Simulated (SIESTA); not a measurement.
Runs of SIESTA 5.4.2 on Ge. Symmetry: P6_3/mmc, No. 194, hexagonal system. Conventional cell: a = 3.998 Å, b = 3.998 Å, c = 6.599 Å, α = 90.00°, β = 90.00°, γ = 120.00°. Ge (site symmetry 3m) is surrounded by 4 Ge at 2.45 to 2.47 Å. This isn't the form of Ge at room conditions, which is diamond.

| task | level | potentials or basis | spin | cell | k mesh | gap on the mesh (eV) | pressure (GPa) | largest force (eV/Å) |
| --- | --- | --- | --- | --- | --- | --- | --- | --- |
| band structure | PBEsol | PseudoDojo 0.4 standard (PBEsol files), DZP (energy shift 0.003 Ry; two zetas on semicore shells) | off | as given | 6 × 6 × 3 | - | 1.4 | 0.04 |
| single point | PBE | PseudoDojo 0.4 standard (PBE files), DZP (energy shift 0.003 Ry; two zetas on semicore shells) | off | atoms moved at random, drawn with an rms of 0.05 Å | 8 × 8 × 4 | 0.03 | 4.5 | 0.69 |
| single point | PBE | PseudoDojo 0.4 standard (PBE files), DZP (energy shift 0.003 Ry; two zetas on semicore shells) | off | as given | 8 × 8 × 4 | (a) | 4.4 | 0.03 |
| band structure | PBEsol | PseudoDojo 0.4 standard (PBEsol files, fully relativistic), DZP (energy shift 0.003 Ry; two zetas on semicore shells) | non-collinear, zero start, SOC | as given | 6 × 6 × 3 | - | 1.4 | 0.03 |

Alike in all rows: smearing fermi-dirac 0.05 eV; grid cutoff 800 Ry; energy shift 0.003 Ry.

Estimate the missing entries.

(a) 0.08.

Caveats: the basis of atomic orbitals isn't converged, which shifts pressures, moduli and gaps.

A k mesh can miss the band edges, and rows without SOC leave out spin-orbit coupling on Ge.
